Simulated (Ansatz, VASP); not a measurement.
**Sb in VASP and in Ansatz**

Contents of INCAR:

```
  PREC = Accurate
  ENCUT = 520
  EDIFF = 1E-6
  ISMEAR = 0
  SIGMA = 0.1
  LREAL = False
  LASPH = True
  NELM = 100
  ALGO = Normal
  ISIF = 2
  LWAVE = False
  LCHARG = True
  GGA = PS
  LELF = True
  LVHAR = True
  NBANDS = 8
```

File KPOINTS:

```
regular mesh
0
Gamma
  6 6 6
```

Contents of POSCAR:

```
Sb
1.0
   -2.0006590299      2.0006590299      2.0006590299
    2.0006590299     -2.0006590299      2.0006590299
    2.0006590299      2.0006590299     -2.0006590299
Sb
1
Direct
    0.0000000000      0.0000000000      0.0000000000
```

Input for Ansatz:

```yaml
crystal:
  lattice:
    - [-2.0006590299, 2.0006590299, 2.0006590299]
    - [2.0006590299, -2.0006590299, 2.0006590299]
    - [2.0006590299, 2.0006590299, -2.0006590299]
  atoms:
    - { symbol: Sb, position: [0.0, 0.0, 0.0] }
basis:
  ecutwfc: 420
kpoints:
  mp_grid: { grid: [6, 6, 6] }
hamiltonian:
  xc: pbesol
scf:
  occupations: { method: gaussian, width: 0.1 }
output:
  forces: true
  stress: true
  eigenvalues: true
```

Alike in both runs: task single point; functional PBEsol; k mesh 6 × 6 × 6; occupations gaussian, width 0.1 eV; no spin polarisation.

|  | VASP | Ansatz |
| --- | --- | --- |
| version | VASP 6.6.1 | Ansatz 0.2.0 |
| potentials or method | VASP PAW PBE potentials, release 64 (Sb) | scalar-relativistic, plane waves, PAW |
| plane-wave cutoff (eV) | 520 | 420 |
| valence electrons in the cell | 5 | 15 |

```csv
,VASP,Ansatz,Ansatz less VASP
gap on the k mesh at the Fermi level (eV),none,none,-
pressure (GPa),-8.4,-8.4,+0.05
```

A gap of «none» marks a metal or a gap that the smearing closes. The two sets of potentials don't hold the same shells in valence.

Caveats: the k mesh is coarse (spacing up to 0.37 Å⁻¹), so the values aren't converged; the PAW data sets were made with another functional, which shifts forces and pressure a little (VASP). The runs have no spin-orbit coupling, so splittings on Sb are missing.
